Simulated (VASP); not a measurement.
# CdS (strained zincblende), PBE single-point calculation: Ansatz's output and VASP's

```
Cd S
1.0
     0.00000    2.93921    2.93921
     3.10499    0.00000    2.93921
     3.10499    2.93921    0.00000
Cd S
1 1
Direct
  0.00000 0.00000 0.00000
  0.25000 0.25000 0.25000
```

Ansatz printed

```
SCF 1 converged in 6 iterations: F = -9157.813040 eV  dr2 = 8.50e-10
  greatest PAW one-centre occupation: 1.000 electrons in one spin orbital (limit 2), on the Cd atom at site 0 (counted from 0), in its partial waves of l = 0
NSCF: frozen V_eff on 6 k-points
SCF converged after 6 iterations
Free energy (F): -9157.813040 eV
Harris-Foulkes:  -9157.813040 eV  (|F-HF|=6.28e-10)
Internal energy: -9157.813040 eV  (E = F + TS)
E sigma→0 (E₀):  -9157.813040 eV
Fermi energy:    6.371054 eV
--- Per-component energies (eV) ---
  E_band       = -529.340928
  E_kinetic    = 610.108091
  E_local      = -4126.103075  (includes V_loc(G=0)·N_el)
  E_nonlocal   = 62.238974
  E_hartree    = 1889.041054
  E_xc         = -273.017298
  E_vxc        = -307.908389  (∫ρ·V_xc dr)
  E_paw        = -4684.001883  (= ΣΔE_a)
  E_vpaw       = -545.757643  (= ΣTr[D̂ρ^β])
  E_aug_tail   = 0.000015  (compensation charges beyond the density's cutoff)
  E_ewald      = -2636.078918
  E_smearing   = -0.000000  (= −TS)
  E_closure    = 0.000000  (closes the sum)
  Σ components = -9157.813040   (vs F -9157.813040, Δ=0.00e0)
--- Forces (eV/Å), atoms counted from 1 ---
  atom   1  Cd     0.00000000     0.00000000     0.00000000
  atom   2  S      0.00000000     0.00000000    -0.00000000
  max |Σ_I F_I| component: 0.00e0 eV/Å
--- Stress (GPa, compression-positive) ---
       -2.441379       0.000000       0.000000
        0.000000      -1.147779       0.000000
        0.000000       0.000000      -1.147779
  P = ⅓ Tr σ = -1.5790 GPa (-15.790 kbar)
--- Band table (eV; the first three rows and the last of 59) ---
  k-point 0: bands = ["-95.3250", "-56.4008", "-56.4008", "-56.3861", "-6.0577", "-1.6399", "-1.6085", "-1.6085", "-1.2484", "-1.2345", "5.7381", "5.9089", "5.9089", "6.8186", "12.3985", "12.3985", "12.4031"]
  k-point 1: bands = ["-95.3250", "-56.4008", "-56.4008", "-56.3861", "-6.0052", "-1.6157", "-1.5903", "-1.5656", "-1.2469", "-1.2369", "4.8716", "5.6884", "5.8133", "7.6534", "12.0899", "12.5784", "12.5946"]
  k-point 2: bands = ["-95.3250", "-56.4009", "-56.4008", "-56.3861", "-5.8778", "-1.5747", "-1.5502", "-1.4024", "-1.2378", "-1.2348", "3.5449", "5.4339", "5.5972", "8.4513", "11.9832", "12.8167", "12.9480"]
  k-point 58: bands = ["-95.3250", "-56.4011", "-56.4011", "-56.3862", "-5.5793", "-1.4451", "-1.4150", "-1.2692", "-1.2358", "-0.7133", "2.4035", "3.9055", "3.9415", "10.7981", "11.1670", "12.5336", "13.7125"]
```

Datasets and cutoffs are each program's own. VASP's cell holds 18 valence electrons and Ansatz's 26. Ansatz's stress includes a Pulay correction; VASP's doesn't.

Q: What does VASP give for the same cell and level of theory?

A: gap between bands v and c 0.91 eV; least direct gap 0.91 eV; pressure -1.3 GPa.

From OUTCAR

```
k-points           NKPTS =     59   k-points in BZ     NKDIM =     59   number of bands    NBANDS=     16

   NELECT =      18.0000    total number of electrons

   dimension x,y,z NGX =    32 NGY =   32 NGZ =   32
   dimension x,y,z NGXF=    64 NGYF=   64 NGZF=   64

  energy-cutoff  :      520.00
  volume of cell :       53.65
      direct lattice vectors                 reciprocal lattice vectors
     0.000000000  2.939214840  2.939214840    -0.161031293  0.170113458  0.170113458
     3.104986557  0.000000000  2.939214840     0.161031293 -0.170113458  0.170113458
     3.104986557  2.939214840  0.000000000     0.161031293  0.170113458 -0.170113458

 k-points in reciprocal lattice and weights: KPOINTS created by Atomic Simulation Env
   0.00000000  0.00000000  0.00000000       0.002
   0.12500000  0.00000000  0.00000000       0.016
   0.25000000  0.00000000  0.00000000       0.016
   0.37500000 -0.00000000 -0.00000000       0.016
   0.50000000  0.00000000  0.00000000       0.008
   0.12500000  0.12500000  0.00000000       0.008
   0.25000000  0.12500000  0.00000000       0.031
   0.37500000  0.12500000  0.00000000       0.031
   ...

 E-fermi :   1.1364

 k-point     1 :       0.0000    0.0000    0.0000
  band No.  band energies     occupation
      1     -11.2386      2.00000
      2      -6.8230      2.00000
      3      -6.7907      2.00000
      4      -6.7907      2.00000
      5      -6.4310      2.00000
      6      -6.4184      2.00000
      7       0.5616      2.00000
      8       0.7311      2.00000
      9       0.7311      2.00000
     10       1.6419      0.00000
     11       7.2388      0.00000
     12       7.2388      0.00000
     13       7.2460      0.00000
     14      11.4501      0.00000
     15      11.8388      0.00000
     16      12.3999      0.00000

 k-point     2 :       0.1250    0.0000    0.0000
  band No.  band energies     occupation
      1     -11.1863      2.00000
      2      -6.7987      2.00000
      3      -6.7726      2.00000
      4      -6.7480      2.00000
      5      -6.4294      2.00000
      6      -6.4208      2.00000
      7      -0.3089      2.00000
      8       0.5110      2.00000
      9       0.6354      2.00000
     10       2.4792      0.00000
     11       6.9305      0.00000
     12       7.4223      0.00000
     13       7.4361      0.00000
     14      11.1018      0.00000
     15      11.7496      0.00000
     16      12.3737      0.00000

 k-point     3 :       0.2500    0.0000    0.0000
  band No.  band energies     occupation
      1     -11.0595      2.00000
      2      -6.7576      2.00000
      3      -6.7325      2.00000
      4      -6.5850      2.00000
      5      -6.4217      2.00000
      6      -6.4174      2.00000
      7      -1.6376      2.00000
      8       0.2559      2.00000
      9       0.4193      2.00000
     10       3.2761      0.00000
     11       6.8275      0.00000
     12       7.6601      0.00000
     13       7.7905      0.00000
     14      11.0295      0.00000
     15      11.3654      0.00000
     16      11.9369      0.00000

 k-point     4 :       0.3750   -0.0000   -0.0000
  band No.  band energies     occupation
      1     -10.9328      2.00000
      2      -6.7292      2.00000
      3      -6.7004      2.00000
      4      -6.4127      2.00000
      5      -6.4030      2.00000
      6      -6.2928      2.00000
      7      -2.7697      2.00000
      8       0.0207      2.00000
      9       0.2197      2.00000
     10       3.5237      0.00000
     11       7.3469      0.00000
     12       7.7143      0.00000
     13       7.8997      0.00000
     14      11.3701      0.00000
     15      11.9988      0.00000
     16      12.1700      0.00000

 k-point     5 :       0.5000    0.0000    0.0000
  band No.  band energies     occupation
      1     -10.8807      2.00000
      2      -6.7209      2.00000
      3      -6.6901      2.00000
      4      -6.4053      2.00000
      5      -6.3860      2.00000
      6      -6.1115      2.00000
      7      -3.2646      2.00000
      8      -0.0726      2.00000
      9       0.1408      2.00000
     10       3.5380      0.00000
     11       7.4984      0.00000
     12       7.8761      0.00000
     13       7.9278      0.00000
     14      11.4973      0.00000
     15      12.9086      0.00000
     16      13.1258      0.00000

 k-point     6 :       0.1250    0.1250    0.0000
  band No.  band energies     occupation
      1     -11.1670      2.00000
      2      -6.7866      2.00000
      3      -6.7560      2.00000
      4      -6.7491      2.00000
      5      -6.4326      2.00000
      6      -6.4165      2.00000
      7      -0.2825      2.00000
      8       0.2913      2.00000
      9       0.4396      2.00000
     10       2.7848      0.00000
     11       6.5365      0.00000
     12       7.5010      0.00000
     13       7.7559      0.00000
     14      10.6829      0.00000
     15      11.8286      0.00000
     16      12.9711      0.00000

 ...

  Total       -0.7288897     -0.3016814     -0.3016814      0.0000000      0.0000000      0.0000000
  in kB      -21.7680739     -9.0096257     -9.0096257      0.0000000      0.0000000      0.0000000
  external PRESSURE =     -13.2624417 kB  Pullay stress =       0.0000000 kB

 POSITION                                       TOTAL-FORCE (eV/Angst)
 -----------------------------------------------------------------------------------
      0.00000      0.00000      0.00000         0.000000     -0.000000     -0.000000
      1.55249      1.46961      1.46961        -0.000000      0.000000      0.000000
 -----------------------------------------------------------------------------------
    total drift:                               -0.000001     -0.000000     -0.000000

  FREE ENERGIE OF THE ION-ELECTRON SYSTEM (eV)
  ---------------------------------------------------
  free  energy   TOTEN  =        -6.1348262772 eV

  energy  without entropy=       -6.1348262772  energy(sigma->0) =       -6.13482628
```
